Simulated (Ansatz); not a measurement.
# MoS2: one candidate structure

Where does MoS2 go from the start given, structure listed in a database for this formula (R3m, No. 160)?

Computed with Ansatz 0.2.0 (DFT PBE, scalar-relativistic, plane waves, PAW, unless a step's input says otherwise).

## (1) Starting point

Symmetry: R3m, No. 160, trigonal system. Conventional cell: a = 3.184 Å, b = 3.184 Å, c = 19.446 Å, α = 90.00°, β = 90.00°, γ = 120.00°. Around Mo (site symmetry 3m) lie 6 S at 2.41 Å. Around S (site symmetry 3m) lie 3 Mo at 2.41 Å.

As a file:

```
CELL_PARAMETERS angstrom
1.59215 0.91923 6.48210
-1.59215 0.91923 6.48210
0.00000 -1.83846 6.48210
ATOMIC_POSITIONS crystal
Mo 0.99978 0.99978 0.99978
S 0.41293 0.41293 0.41293
S 0.25330 0.25330 0.25330
```

(A quick probe on a coarse mesh, which set the mesh and smearing, is not shown.)

## (3) Relaxing cell and atoms

input.yaml reads:

```yaml
crystal:
  lattice:
    - [1.5921519155, 0.919229337, 6.4820983796]
    - [-1.5921519155, 0.919229337, 6.4820983796]
    - [0.0, -1.838458674, 6.4820983796]
  atoms:
    - { symbol: Mo, position: [0.99977504, 0.99977504, 0.99977504] }
    - { symbol: S, position: [0.41293022, 0.41293022, 0.41293022] }
    - { symbol: S, position: [0.25329574, 0.25329574, 0.25329574] }
basis:
  ecutwfc: 420
kpoints:
  mp_grid: { grid: [12, 12, 12] }
hamiltonian:
  xc: pbe
scf:
  occupations: { method: gaussian, width: 0.02 }
output:
  forces: true
  stress: true
  eigenvalues: true
relax:
  adjacent_minimum: "off"
  f_tol: 0.01
  max_steps: 80
  cell: { stress_tol: 0.05 }
```

Launch:

```sh
$ ansatz run input.yaml --threads 1 --pin off --max-ram 2560MiB --backend cpu --events-out ev --progress --plain --runs-dir out
```

The session goes on with these runs: second relaxation.

**Question.** What will these runs give?

As calculated:

Formation energies count from the elements, computed with the same settings in runs not shown here.

```
                          quantity                                                                        value
               cell (conventional)  a = 3.185 Å, b = 3.185 Å, c = 22.315 Å, α = 90.00°, β = 90.00°, γ = 120.00°
                       space group                                                                R3m (No. 160)
                            volume                                                                21.78 Å³/atom
                   gap on the mesh                                                                      1.45 eV
formation energy from the elements                                                               -0.893 eV/atom
```

In words: The space group stayed R3m, and from the first guess the volume went from 18.97 to 21.78 Å³/atom. With -0.89 eV/atom it lies under the elements, which doesn't yet make it stable against other compounds of them.

The gaps are Kohn-Sham values of a semilocal functional, not quasiparticle or optical gaps. Such gaps usually fall short of the measured ones.
